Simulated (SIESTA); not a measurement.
The system is Te2Pt (Moncheite).

```
Pt Te
1.0
     4.01000    0.00000    0.00000
    -2.00500    3.47276    0.00000
     0.00000    0.00000    5.20100
Pt Te
1 2
Direct
  0.00000 0.00000 0.00000
  0.66667 0.33333 0.75000
  0.33333 0.66667 0.25000
```

Base run:

- Program: SIESTA 5.4.2
- Functional: PBE
- Potentials or basis: SG15 1.2 (PBE files) or PseudoDojo by element
- Basis: DZP (energy shift 0.003 Ry; two zetas on semicore shells)
- Grid cutoff: 800 Ry
- Energy shift: 0.003 Ry
- k mesh: 8 × 8 × 5
- Occupations: fermi-dirac, width 0.05 eV
- Spin: no spin polarisation

Its results: band gap on the k mesh none (metal or under the smearing width); pressure 12.5 GPa; largest force 1.492 eV/Å.

**Question.** The run is repeated on the same cell with these changes: functional from PBE to RPBE; potentials or basis from SG15 1.2 (PBE files) or PseudoDojo by element to PseudoDojo 0.4 standard (PBE files). What comes out?

**Answer.** Band gap on the k mesh none (metal or under the smearing width); pressure 13.9 GPa; largest force 1.709 eV/Å.

Caveats: spin-orbit coupling is left out, which moves the levels of the heavy elements; the basis of atomic orbitals isn't converged, which shifts pressures, moduli and gaps; forces of over 1 eV/Å show positions far from the minimum, so gaps and moduli don't describe the material at rest (some runs); short orbitals over semicore shells can move pressures by several GPa (some runs); the potentials were made for another functional, which shifts forces and pressure (some runs).
